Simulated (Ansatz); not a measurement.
# PbS: the cost of one run

Computed with Ansatz 0.2.0 (reference: DFT, r2SCAN, plane waves, PAW, unless a step's input says otherwise).

1 further run of the same task is left out (it didn't finish).

### Step 1. The starting structure

Symmetry: F-43m, No. 216, cubic system. Conventional cell: a = 6.602 Å, b = 6.602 Å, c = 6.602 Å, α = 90.00°, β = 90.00°, γ = 90.00°. Around Pb (site symmetry -43m) lie 4 S at 2.86 Å. Around S (site symmetry -43m) lie 4 Pb at 2.86 Å.

Structure file:

```cif
data_structure
_symmetry_space_group_name_H-M 'F-43m'
_symmetry_Int_Tables_number 216
_cell_length_a 6.6020
_cell_length_b 6.6020
_cell_length_c 6.6020
_cell_angle_alpha 90.000
_cell_angle_beta 90.000
_cell_angle_gamma 90.000
_cell_volume 287.75
loop_
_atom_site_label
_atom_site_type_symbol
_atom_site_symmetry_multiplicity
_atom_site_Wyckoff_symbol
_atom_site_fract_x
_atom_site_fract_y
_atom_site_fract_z
_atom_site_occupancy
Pb1 Pb 4 a 0.00000 0.00000 0.00000 1
S1 S 4 d 0.25000 0.25000 0.75000 1
```

### Step 2. The reference run

input.yaml reads:

```yaml
crystal:
  lattice:
    - [0.0, 3.3009774971, 3.3009774971]
    - [3.3009774971, 0.0, 3.3009774971]
    - [3.3009774971, 3.3009774971, 0.0]
  atoms:
    - { symbol: Pb, position: [0.0, 0.0, 0.0] }
    - { symbol: S, position: [0.25, 0.25, 0.25] }
kpoints:
  mp_grid: { grid: [4, 4, 4] }
hamiltonian:
  xc: r2scan
scf:
  occupations: { method: fixed }
  n_extra_bands: 4
output:
  forces: true
  stress: true
  eigenvalues: true
  write_density: true
  write_potential: true
  elf: true
  volumetric_format: npy
```

Started as:

```sh
> ansatz run input.yaml --threads 4 --pin off --max-ram 3686MiB --backend cpu --events-out ev --progress --plain --runs-dir out
```

**Question.** How long does this run take on 4 threads of Intel Xeon at 2.50GHz (Skylake/Cascade Lake), shared host, and how much memory does it need?

About 8.2 s, with a peak of 0.54 GiB.
